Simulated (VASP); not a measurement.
# FeO: DFT+U ground state, by Hubbard U and LDAUTYPE

FeO, I4/mmm (no. 139), 4 atoms in the cell.

| Hubbard U (eV) | LDAUTYPE | Hund's J (eV) | Form of DFT+U | Gap (eV) | Largest site moment (muB) | Time (s) |
|---|---|---|---|---|---|---|
| Fe shell d, U 3.9 | 1 | 0.9 | Liechtenstein, U + J and J | 0.96 | 3.62 | 188 |
| Fe shell d, U 3 | 1 | – | Liechtenstein, J = 0 | 0.90 | 3.63 | 281 |
| Fe shell d, U 3.9 | 2 | 0.9 | Dudarev, U + J and J | 0.90 | 3.63 | 274 |
| Fe shell d, U 3 | 2 | – | Dudarev, U alone | 0.90 | 3.63 | 272 |
| Fe shell d, U 3, O shell p, U 4 | 2 | – | Dudarev, U on the anion p shell too | 0.98 | 3.64 | 241 |
| Fe shell d, U 3.9 | 4 | 0.9 | type 4, U + J and J | 0.59 | 3.62 | 123 |
| – | – | – | none | 0.00 | 3.44 | 60 |

Limits: The cell is the same for all forms and was relaxed for none; total energies under different U or different forms can't be compared; magnetic orders weren't compared, so this needn't be the magnetic ground state.

## Input of the first row

INCAR:
```
PREC     = Accurate       # precision mode
ENCUT    = 520            # plane-wave cutoff, eV
EDIFF    = 1E-6           # SCF threshold, eV
NELM     = 200            # most SCF steps
ALGO     = Normal         # electronic algorithm
ISMEAR   = 0              # smearing method
SIGMA    = 0.05           # smearing width, eV
LREAL    = F              # projectors in reciprocal space
LASPH    = T              # aspherical terms in the spheres
LMAXMIX  = 4              # l up to which the mixer works
LORBIT   = 11             # projections on sites
LWAVE    = F              # write WAVECAR
LCHARG   = F              # write CHGCAR
GGA      = PS             # functional
ISPIN    = 2              # spin polarisation
MAGMOM   = 4 -4 0 0       # initial moments
ISIF     = 2              # what is computed and relaxed
AMIX     = 0.2          
BMIX     = 1E-4         
AMIX_MAG = 0.8          
BMIX_MAG = 1E-4         
LDAU     = T              # DFT+U
LDAUTYPE = 1            
LDAUL    = 2 -1           # shell
LDAUU    = 3.9 0          # U, eV
LDAUJ    = 0.9 0        
LDAUPRINT= 1             
```

KPOINTS:
```
k-points
0
Gamma
  8 8 5
```

POSCAR:
```
FeO
1.0
    1.6021034130     -1.6021034130     -2.0833922500
   -1.6021034130     -1.6021034130      2.0833922500
   -3.2042068260      0.0000000000     -4.1667845000
Fe O
2 2
Direct
    0.5000000000      0.5000000000      0.5000000000
    0.0000000000      0.0000000000      0.0000000000
    0.2500000000      0.7500000000      0.2500000000
    0.7500000000      0.2500000000      0.7500000000
```

Commands:
```
cat potpaw_PBE.64/Fe/POTCAR potpaw_PBE.64/O/POTCAR > POTCAR
mpirun -np 4 vasp_std > vasp.out
```

Changes of the last row against the first:
```
- LDAU = True
- LDAUTYPE = 1
- LDAUL = 2 -1
- LDAUU = 3.9 0
- LDAUJ = 0.9 0
- LDAUPRINT = 1
```

VASP 6.6.1 took 188 s on 4 cores (Intel Xeon Platinum 8375C @ 2.90GHz (Ice Lake)), a shared host.
